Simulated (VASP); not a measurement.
Input of a VASP 6.6.1 run:

The input WC.cif:

```cif
data_WC
_cell_length_a 2.90650000
_cell_length_b 2.90650000
_cell_length_c 2.83660000
_cell_angle_alpha 90.00000000
_cell_angle_beta 90.00000000
_cell_angle_gamma 120.00000000
_space_group_name_H-M_alt 'P-6m2'
_space_group_name_Hall 'P -6 2'
_space_group_IT_number 187
loop_
_space_group_symop_operation_xyz
'x,y,z'
'-x+y,-x,-z'
'-y,x-y,z'
'x,y,-z'
'-x+y,-x,z'
'-y,x-y,-z'
'-y,-x,-z'
'x,x-y,z'
'-x+y,y,-z'
'-y,-x,z'
'x,x-y,-z'
'-x+y,y,z'
loop_
_atom_site_label
_atom_site_type_symbol
_atom_site_symmetry_multiplicity
_atom_site_Wyckoff_symbol
_atom_site_fract_x
_atom_site_fract_y
_atom_site_fract_z
_atom_site_occupancy
W1 W 1 a 0.0000000000 0.0000000000 0.0000000000 1
C1 C 1 f 0.6666666667 0.3333333333 0.5000000000 1
```

The input POSCAR:

```
W  C 
 1.0000000000000000
     2.9064999999999999    0.0000000000000000    0.0000000000000000
    -1.4532499999999993    2.5171028360994709    0.0000000000000000
     0.0000000000000000    0.0000000000000000    2.8365999999999998
 W   C  
   1   1
Cartesian
  0.0000000000000000  0.0000000000000000  0.0000000000000000
  1.4532500001453250  0.8390342786159202  1.4182999999999999
```

The input INCAR.step1:

```
SYSTEM = WC
PREC     = Accurate       ! precision mode
ENCUT    = 520            ! plane-wave cutoff, eV
EDIFF    = 1E-5           ! SCF threshold, eV
ISMEAR   = 0              ! smearing method
SIGMA    = 0.05           ! smearing width, eV
LREAL    = .FALSE.        ! projectors in reciprocal space
LASPH    = .TRUE.         ! aspherical terms in the spheres
NELM     = 80             ! most SCF steps
ALGO     = Normal         ! electronic algorithm
ISIF     = 2              ! what is computed and relaxed
LWAVE    = .TRUE.         ! write WAVECAR
LCHARG   = .FALSE.        ! write CHGCAR
NBANDS   = 16             ! bands
GGA      = PE             ! functional
```

The input INCAR.step2:

```
SYSTEM = WC
PREC     = Accurate       ! precision mode
ENCUT    = 520            ! plane-wave cutoff, eV
EDIFF    = 1E-8           ! SCF threshold, eV
ISMEAR   = 0              ! smearing method
SIGMA    = 0.05           ! smearing width, eV
LREAL    = .FALSE.        ! projectors in reciprocal space
LASPH    = .TRUE.         ! aspherical terms in the spheres
NELM     = 80             ! most SCF steps
ALGO     = Normal         ! electronic algorithm
ISIF     = 2              ! what is computed and relaxed
LWAVE    = .FALSE.        ! write WAVECAR
LCHARG   = .FALSE.        ! write CHGCAR
METAGGA  = LMBJ           ! meta-GGA
NBANDS   = 16             ! bands
ISTART   = 1
```

KPOINTS

```
Automatic mesh
0
G
  10 10 9
  0 0 0
```

Potentials or basis: VASP PAW PBE potentials, release 64 (W_sv, C).

The run is started by

```console
$ ase convert -i cif -o vasp WC.cif POSCAR
$ cat potpaw_PBE.64/W_sv/POTCAR potpaw_PBE.64/C/POTCAR > POTCAR
$ cp INCAR.step1 INCAR
$ mpirun -np 1 vasp_std > vasp.out
$ cp INCAR.step2 INCAR
$ mpirun -np 1 vasp_std > vasp.out
```

Question: What does it give for the band gap on the k mesh?

Answer: None (metal or under the smearing width).

 Spin-orbit coupling is left out, which matters for the levels of W.
